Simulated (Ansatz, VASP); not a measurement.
One calculation of Eu, two programs

INCAR

```
ALGO = Normal
EDIFF = 1E-7
ENCUT = 520
GGA = PS
ISIF = 2
ISMEAR = 0
ISPIN = 2
LASPH = True
LCHARG = False
LDAU = True
LDAUJ = 0
LDAUL = 3
LDAUPRINT = 1
LDAUTYPE = 2
LDAUU = 5
LMAXMIX = 6
LORBIT = 11
LREAL = False
LWAVE = False
MAGMOM = 0.5
NBANDS = 18
NELM = 150
PREC = Accurate
SIGMA = 0.05
```

File KPOINTS:

```
k-points
0
Gamma
  10 10 10
```

Contents of POSCAR:

```
Eu
1.0
   -2.3050001490      2.3050001490      2.3050001490
    2.3050001490     -2.3050001490      2.3050001490
    2.3050001490      2.3050001490     -2.3050001490
Eu
1
Direct
    0.0000000000      0.0000000000      0.0000000000
```

Input for Ansatz:

```yaml
crystal:
  lattice:
    - [-2.305000149, 2.305000149, 2.305000149]
    - [2.305000149, -2.305000149, 2.305000149]
    - [2.305000149, 2.305000149, -2.305000149]
  atoms:
    - { symbol: Eu, position: [0.0, 0.0, 0.0], spin: 0.5 }
basis:
  ecutwfc: 420
  ecutrho_ratio: 4
kpoints:
  mp_grid: { grid: [10, 10, 10] }
hamiltonian:
  xc: pbesol
  hubbard: { sites: [{ species: Eu, l: f, u_eff: 5.0 }] }
scf:
  occupations: { method: gaussian, width: 0.05 }
  lower_state_search: "off"
output:
  forces: true
  stress: true
  eigenvalues: true
  populations: true
  hubbard: { sites: [{ species: Eu, l: f }] }
magnetization:
  spin_polarized: true
checkpoint:
  read: start.run
  write: ck
  compress: false
  write_wavefunctions: false
  write_every: 100000
```

Alike in both runs: task single point; functional PBEsol; k mesh 10 × 10 × 10; occupations gaussian, width 0.05 eV; collinear spin; Hubbard terms Eu f U = 5.0 eV.

|  | VASP | Ansatz |
| --- | --- | --- |
| version | VASP 6.6.1 | Ansatz 0.2.0 |
| potentials or method | VASP PAW PBE potentials, release 64 (Eu) | scalar-relativistic, plane waves, PAW |
| plane-wave cutoff (eV) | 520 | 420 |
| valence electrons in the cell | 17 | 17 |

VASP gave:

- gap on the k mesh at the Fermi level (eV): none
- pressure (GPa): -1.3
- net moment per atom (μB): 7.35
- size of the moment on the site where the two differ most (μB): 6.81

Problem. Estimate Ansatz's values.

Solution. gap on the k mesh at the Fermi level (eV): none; pressure (GPa): -1.4; net moment per atom (μB): 7.38; size of the moment on the site where the two differ most (μB): 7.15.

Site moments also hang on the region over which each program counts them. The programs project onto different local orbitals, so the same U acts differently. A gap of «none» marks a metal or a gap that the smearing closes. Ansatz warned: «filled_band_counts_differ_across_k_points».

Caveats: the PAW data sets were made with another functional, which shifts forces and pressure a little (VASP); spin-orbit coupling is left out, which moves the levels of the heavy elements. The state reached can hang on the start; a lower one may exist.
